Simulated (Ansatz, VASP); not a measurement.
## One calculation of Au, two programs

The input INCAR:

```
ALGO = Normal
EDIFF = 1E-7
ENCUT = 520
GGA = PE
ISIF = 2
ISMEAR = -1
LASPH = T
LCHARG = F
LREAL = F
LWAVE = F
NBANDS = 18
NELM = 80
PREC = Accurate
SIGMA = 0.05
```

KPOINTS

```
k-points
0
Gamma
  11 11 6
```

Contents of POSCAR:

```
Au
1.0
    2.9000000000      0.0000000000      0.0000000000
   -1.4500000000      2.5114736710      0.0000000000
    0.0000000000      0.0000000000      4.8800000000
Au
2
Direct
    0.6881910000      0.3520320000      0.2512180000
    0.3221800000      0.6632650000      0.7544700000
```

The input input.yaml:

```yaml
crystal:
  lattice:
    - [2.9, 0.0, 0.0]
    - [-1.45, 2.511473671, 0.0]
    - [0.0, 0.0, 4.88]
  atoms:
    - { symbol: Au, position: [0.688191, 0.352032, 0.251218] }
    - { symbol: Au, position: [0.32218, 0.663265, 0.75447] }
hamiltonian:
  xc: pbe
  pseudopotentials: { kind: paw }
kpoints:
  mp_grid: { grid: [11, 11, 6] }
scf:
  occupations: { method: fermi_dirac, width: 0.05 }
output:
  forces: true
  stress: true
  eigenvalues: true
  write_density: true
  write_potential: true
  elf: true
  volumetric_format: npy
```

Change from the starting cell: atoms moved at random, drawn with an rms of 0.05 Å.

Alike in both runs: task single point; functional PBE; k mesh 11 × 11 × 6; occupations fermi-dirac, width 0.05 eV; no spin polarisation.

|  | VASP | Ansatz |
| --- | --- | --- |
| version | VASP 6.6.1 | Ansatz 0.2.0 |
| potentials or method | VASP PAW PBE potentials, release 64 (Au) | Ansatz PAW |
| plane-wave cutoff (eV) | 520 | 420 |
| valence electrons in the cell | 22 | 38 |

|  | VASP | Ansatz | Ansatz less VASP |
| --- | --- | --- | --- |
| gap on the k mesh at the Fermi level (eV) | none | none | - |
| pressure (GPa) | 1.7 | 1.9 | +0.24 |
| largest component of the traceless stress (GPa) | 0.42 | 0.43 | +0.011 |
| rms of the force components (eV/Å) | 0.059 | 0.060 | +0.0004 |

Atom by atom the forces differ by 0.001 eV/Å (rms over components). A gap of «none» marks a metal or a gap that the smearing closes. The two sets of potentials don't hold the same shells in valence.

The runs have no spin-orbit coupling, so splittings on Au are missing.
